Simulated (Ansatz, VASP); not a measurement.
Two plane-wave programs on HfN

Contents of INCAR:

```
SYSTEM = HfN
AGGAC = 1.0
AGGAX = 1.0
ALDAC = 0.0
ALDAX = 1.0
ALGO = Normal
EDIFF = 1E-7
EDIFFG = -0.05
ENCUT = 600
GGA = B5
IBRION = 2
ISIF = 3
ISMEAR = -1
IVDW = 12
LASPH = .TRUE.
LCHARG = .FALSE.
LREAL = .FALSE.
LWAVE = .FALSE.
NELM = 80
NSW = 80
PREC = Accurate
SIGMA = 0.15
VDW_A1 = 0.4298
VDW_A2 = 4.2359
VDW_S6 = 1.0
VDW_S8 = 2.6996
```

KPOINTS

```
k-points
0
G
  9 9 5
  0 0 0
```

File POSCAR:

```
HfN
1.0
    3.1339080000      0.0000000000      0.0000000000
   -1.5669540000      2.7140439411      0.0000000000
    0.0000000000      0.0000000000      5.4167680000
Hf N
2 2
Direct
    0.6666666667      0.3333333333      0.7500000000
    0.3333333333      0.6666666667      0.2500000000
    0.0000000000      0.0000000000      0.0000000000
    0.0000000000      0.0000000000      0.5000000000
```

Input for Ansatz:

```yaml
crystal:
  lattice:
    a: 3.133908
    b: 3.133908
    c: 5.416768
    alpha: 90.0
    beta: 90.0
    gamma: 120.0
  atoms:
    - { symbol: Hf, position: [0.6666666666666666, 0.3333333333333333, 0.75] }
    - { symbol: Hf, position: [0.3333333333333333, 0.6666666666666666, 0.25] }
    - { symbol: "N", position: [0.0, 0.0, 0.0] }
    - { symbol: "N", position: [0.0, 0.0, 0.5] }
basis:
  ecutwfc: 450.0
kpoints:
  mp_grid:
    grid: [9, 9, 5]
    shift: [0.0, 0.0, 0.0]
hamiltonian:
  xc: blyp
  dispersion: d3bj
scf:
  occupations:
    method: fermi_dirac
    width: 0.15
relax:
  f_tol: 0.05
  cell: {}
```

The cell comes from a database or a generator and needn't be the stable form of this composition.

Alike in both runs: task relaxation of cell and atoms; functional BLYP; dispersion D3(BJ); k mesh 9 × 9 × 5; occupations fermi-dirac, width 0.15 eV; no spin polarisation.

```csv
,VASP,Ansatz
version,VASP 6.6.1,Ansatz 0.2.0
potentials or method,"VASP PAW PBE potentials, release 64 (Hf_pv, N)","plane waves, PAW"
plane-wave cutoff (eV),600,450
valence electrons in the cell,30,62
```

VASP gave:

```
relaxed volume (Å³/atom)                                     : 11.50
relaxed cell length with the largest relative difference (Å) : 3.123
```

Problem. Estimate Ansatz's values.

Solution. Relaxed volume (Å³/atom): 11.58; relaxed cell length with the largest relative difference (Å): 3.133.

The two sets of potentials don't hold the same shells in valence.

Caveats: the PAW data sets were made with another functional, which shifts forces and pressure a little (VASP); pairwise dispersion overbinds metals, which lowers pressure and volume. Spin-orbit coupling is left out, which matters for the levels of Hf.
